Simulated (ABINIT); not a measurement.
# MoP (P-6m2) in ABINIT: optical spectrum with PBE

Aim: the optical spectrum of MoP with PBE.

Everything below comes from runs of ABINIT 10.8.3 (patched build). Logs are shortened: lines on timing, memory, paths and dates and some standing lists are left out, and cuts for length are marked. The log counts tension as positive stress, the text compression.

## 1. The structure

The structure is hexagonal, space group P-6m2 (No. 187). Conventional cell: a = 3.223 Å, b = 3.223 Å, c = 3.191 Å, α = 90.00°, β = 90.00°, γ = 120.00°. Mo (site symmetry -6m2) has 6 P at 2.45 Å as nearest neighbours. P (site symmetry -6m2) has 6 Mo at 2.45 Å as nearest neighbours.

## 2. Optical spectrum, PBE

run.abi reads:

```
# Datasets
ndtset 3

# Pseudopotentials
pp_dirpath "./"
pseudos "Mo.upf, P.upf"

# Structure
acell 6.0905872997 6.0905872997 6.0301160637
rprim
     1.0000000000     0.0000000000     0.0000000000
    -0.5000000000     0.8660254038     0.0000000000
     0.0000000000     0.0000000000     1.0000000000
ntypat 2
znucl 42 15
natom 2
typat 1 2
xred
            0.0            0.0            0.0
            1/3            2/3            1/2

# Plane-wave basis
ecut 952.398519 eV

# k points
ngkpt 12 12 8
nshiftk 1
shiftk 0.0 0.0 0.5
istwfk *1

# Exchange and correlation
ixc 11

# Bands and occupations
occopt 3
tsmear 0.00183747

# SCF cycle
nstep 80

# Output
iomode 3
prteig 0
prtebands 0

# Dataset 1: ground state
nband1 14
tolvrs1 1.0e-12
prtden1 1
prtwf1 0
kptopt1 1

# Dataset 2: empty bands at fixed density
iscf2 -3
getden2 1
nband2 26
nbdbuf2 4
tolwfr2 1.0e-12
nstep2 120
prtden2 0
kptopt2 1

# Dataset 3: wave functions and velocity matrix elements in the full zone
optdriver3 8
wfk_task3 "wfk_optics_fullbz"
getwfk3 2
nband3 22
kptopt3 1
prtevk3 1
inclvkb3 2
```

optic.abi reads:

```
&FILES
 ddkfile_1 = 'runo_DS3_1_EVK.nc',
 ddkfile_2 = 'runo_DS3_2_EVK.nc',
 ddkfile_3 = 'runo_DS3_3_EVK.nc',
 wfkfile = 'runo_DS3_WFK.nc'
/
&PARAMETERS
 broadening = 0.001837,
 domega = 0.002,
 maxomega = 0.8,
 scissor = 0.000000,
 tolerance = 0.002
/
&COMPUTATIONS
 num_lin_comp = 2,
 lin_comp = 11,33,
 num_nonlin_comp = 0
/
```

Potentials or basis: PseudoDojo NC SR PBE v0.4.1 standard.

Run with:

```sh
$ abinit run.abi > log 2>&1
$ optic optic.abi > optic.log 2>&1
```

run.abo:

```text
.Version 10.8.3 of ABINIT
 DATASET    1 : space group P-6 m 2 (#187); Bravais hP (primitive hexag.)
================================================================================
 Values of the parameters that define the memory need for DATASET  1.
     intxc =       0    ionmov =       0      iscf =       7    lmnmax =       6
     lnmax =       6     mgfft =      36  mpssoang =       3    mqgrid =    3001
     natom =       2  nloc_mem =       1    nspden =       1   nspinor =       1
    nsppol =       1      nsym =      12    n1xccc =    2501    ntypat =       2
    occopt =       3   xclevel =       2
       mpw =        1932          nfft =       46656          nkpt =          76
================================================================================
================================================================================
[... 13 lines left out ...]
 DATASET    3 : space group P-6 m 2 (#187); Bravais hP (primitive hexag.)
================================================================================
 Values of the parameters that define the memory need for DATASET  3.
     intxc =       0    ionmov =       0      iscf =       7    lmnmax =       6
     lnmax =       6     mgfft =      36  mpssoang =       3    mqgrid =    3001
     natom =       2  nloc_mem =       1    nspden =       1   nspinor =       1
    nsppol =       1      nsym =      12    n1xccc =    2501    ntypat =       2
    occopt =       3   xclevel =       2
       mpw =        1932          nfft =       46656          nkpt =          76
================================================================================
================================================================================

--------------------------------------------------------------------------------
------------- Echo of variables that govern the present computation ------------
--------------------------------------------------------------------------------
 -outvars: echo values of preprocessed input variables --------
            acell      6.0905872997E+00  6.0905872997E+00  6.0301160637E+00 Bohr
              amu      9.59400000E+01  3.09737620E+01
             ecut      3.50000000E+01 Hartree
           getden1          0
           getden2          1
           getden3          0
           getwfk1          0
           getwfk2          0
           getwfk3          2
             iscf1          7
             iscf2         -3
             iscf3          7
              ixc          11
           jdtset        1    2    3
                       outvar_i_n : Printing only first  50 k-points.
         kptrlatt       12    0    0      0   12    0      0    0    8
          kptrlen      4.82409285E+01
            natom           2
            nband1         14
            nband2         26
            nband3         22
           nbdbuf1          0
           nbdbuf2          4
           nbdbuf3          0
           ndtset           3
            ngfft          36      36      36
             nkpt          76
[... 328 lines left out ...]
   0.85461    1.02533    1.02533    1.16882    1.18992    1.37748    1.46450    1.46450
   1.51729    1.51729
      occupation numbers for kpt#   1
   2.00000    2.00000    2.00000    2.00000    2.00000    2.00000    2.00000    2.00000
   2.00000    0.08900    0.08900    0.00000    0.00000    0.00000    0.00000    0.00000
   0.00000    0.00000    0.00000    0.00000    0.00000    0.00000    0.00000    0.00000
   0.00000    0.00000
 prteigrs : prtvol=0 or 1, do not print more k-points.

--- !EnergyTerms
iteration_state     : {dtset: 2, }
comment             : Components of total free energy in Hartree
kinetic             :  2.50440756352872E+01
hartree             :  1.24344553014025E+01
xc                  : -1.24743965792774E+01
Ewald energy        : -6.32088257878463E+01
psp_core            :  2.35548525928005E+00
local_psp           : -5.09628899565851E+01
non_local_psp       :  9.55926862891913E+00
internal            : -7.72528274988198E+01
'-kT*entropy'       : -2.86145832801189E-04
total_energy        : -7.72531136446526E+01
...

--- !EnergyTermsDC
iteration_state     : {dtset: 2, }
comment             : '"Double-counting" decomposition of free energy'
band_energy         : -4.56975800157284E+00
Ewald energy        : -6.32088257878463E+01
psp_core            :  2.35548525928005E+00
xc_dc               : -1.18297292954228E+01
internal            : -7.72528278255619E+01
'-kT*entropy'       : -2.86145832801189E-04
total_energy_dc     : -7.72531139713947E+01
...

================================================================================
== DATASET  3 ==================================================================

--- !DatasetInfo
iteration_state: {dtset: 3, }
dimensions: {natom: 2, nkpt: 76, mband: 22, nsppol: 1, nspinor: 1, nspden: 1, mpw: 1932, }
cutoff_energies: {ecut:  35.0, pawecutdg:  -1.0, }
electrons: {nelect:   1.90000000E+01, charge:   0.00000000E+00, occopt:   3.00000000E+00, tsmear:   1.83747000E-03, }
meta: {optdriver: 8, wfk_task: 7, }
...

 mkfilename : getwfk/=0, take file _WFK from output of DATASET   2.

 Exchange-correlation functional for the present dataset will be:
  GGA: Perdew-Burke-Ernzerhof functional - ixc=11
  J.P.Perdew, K.Burke, M.Ernzerhof, PRL 77, 3865 (1996)

--------------------------------------------------------------------------------

 Computation of velocity matrix elements (DDK)

 Parameters extracted from the Abinit header:
    ecut:     35.0
    nkpt:    1152
    mband:   26
    nsppol:  1
    nspinor: 1
    useylm:  0
    inclvkb: 2
    bmin: 1, bmax: 26
    Computing diagonal and off-diagonal matrix elements
    Between band index bmin: 1, bmax: 26

== END DATASET(S) ==============================================================
================================================================================

 -outvars: echo values of variables after computation  --------
            acell      6.0905872997E+00  6.0905872997E+00  6.0301160637E+00 Bohr
           etotal1    -7.7253113971E+01
           etotal2    -7.7253113971E+01
           etotal3     0.0000000000E+00
            fcart1    -0.0000000000E+00 -0.0000000000E+00 -0.0000000000E+00
                      -0.0000000000E+00 -0.0000000000E+00 -0.0000000000E+00
            fcart3     0.0000000000E+00  0.0000000000E+00  0.0000000000E+00
                       0.0000000000E+00  0.0000000000E+00  0.0000000000E+00
            rprim      1.0000000000E+00  0.0000000000E+00  0.0000000000E+00
                      -5.0000000000E-01  8.6602540380E-01  0.0000000000E+00
                       0.0000000000E+00  0.0000000000E+00  1.0000000000E+00
           strten1    -8.9102853668E-05 -8.9102854101E-05 -7.3172757929E-05
                       0.0000000000E+00  0.0000000000E+00  0.0000000000E+00
           strten3     0.0000000000E+00  0.0000000000E+00  0.0000000000E+00
                       0.0000000000E+00  0.0000000000E+00  0.0000000000E+00
           xangst      0.0000000000E+00  0.0000000000E+00  0.0000000000E+00
                       1.8696483001E-17  1.8607999164E+00  1.5954999989E+00
             xred      0.0000000000E+00  0.0000000000E+00  0.0000000000E+00
                       3.3333333333E-01  6.6666666667E-01  5.0000000000E-01
 Calculation completed.
```

Wall time 2.9 min (1 thread of Arm Neoverse V2, shared host); peak memory 1 GiB.

What came out:

| Item | Value |
| --- | --- |
| Free energy | -2102.1643 eV |
| Pressure | 2.5 GPa |

Stress tensor (GPa, compression positive):
```
2.62 0.00 0.00
0.00 2.62 0.00
0.00 0.00 2.15
```

Dielectric function (mean over the directions given):
```csv
energy (eV),real part,imaginary part
0.33,26.57,0.35
1.31,23.97,4.85
2.29,15.45,20.62
3.37,6.38,17.05
4.35,10.37,7.42
5.44,-2.07,19.10
6.42,-3.34,17.52
7.51,-6.04,10.18
8.49,-3.41,4.78
9.58,-0.84,6.23
10.56,-2.77,5.46
11.65,-3.05,5.20
12.63,-2.37,2.45
13.71,-2.68,1.24
14.69,-2.18,1.10
15.78,-1.53,0.92
16.76,-1.27,0.47
17.85,-0.85,0.41
18.83,-0.50,0.45
19.92,-0.34,0.28
```

Caveat: the intraband (Drude) term is left out; spectra need much finer meshes, so this one isn't converged; independent-particle spectra lack excitons.
